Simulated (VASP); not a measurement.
Energy against volume of CoPt (L1_0). Calculation: PBEsol GGA, VASP's PBE PAW potentials (set 64) (plane waves; VASP 6.6.1). Run with 520 eV cut-off, 14×14×10 Γ-centred mesh, first-order Methfessel-Paxton smearing of 0.10 eV, potentials Co Pt.

Shape and ions are relaxed at each volume.

```
V (Å³/atom)  E (eV/atom)
-----------  -----------
12.530          -7.41521
12.917          -7.42514
13.305          -7.41670
13.692          -7.39306
```

Fit these four points and predict the energy of the run at 12.142 Å³/atom.

A cubic in V^(−2/3), the third-order Birch-Murnaghan form, passes through the four points with V0 = 12.92 Å³/atom and B0 = 252 GPa, and gives -7.3831 eV/atom there. The run gave -7.3837 eV/atom, -0.6 meV/atom from the fit; all five points give B0 = 250 GPa.

The compound is CoPt in the L1_0 structure. It was relaxed first.
